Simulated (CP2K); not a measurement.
Si:

```
Si
1.0
     2.62246    0.00000    0.00000
    -1.59216    2.23642    0.00000
    -0.44718   -1.01544    2.37146
Si
1
Cartesian
  0.0000 0.0000 0.0000
```

This isn't the form of Si at room conditions, which is diamond.

Base run:

- Program: CP2K 2026.2
- Functional: PBE
- Potentials or basis: all electrons (GAPW); pob-TZVP-rev2 basis
- Density cutoff: 6803 eV
- k mesh: 13 × 13 × 11
- Occupations: fermi-dirac, width 0.05 eV
- Spin: no spin polarisation

Its results: band gap on the k mesh none (metal or under the smearing width); pressure 11.5 GPa.

Q: The run is repeated on the same cell with these changes: potentials or basis from all electrons (GAPW); pob-TZVP-rev2 basis to all electrons (GAPW); pob-DZVP-rev2 basis; basis sets from Si pob-TZVP-rev2 to Si pob-DZVP-rev2. What comes out?

A: Band gap on the k mesh none (metal or under the smearing width); pressure 8.4 GPa.

Caveats: the basis of atomic orbitals isn't converged, which shifts pressures, moduli and gaps.
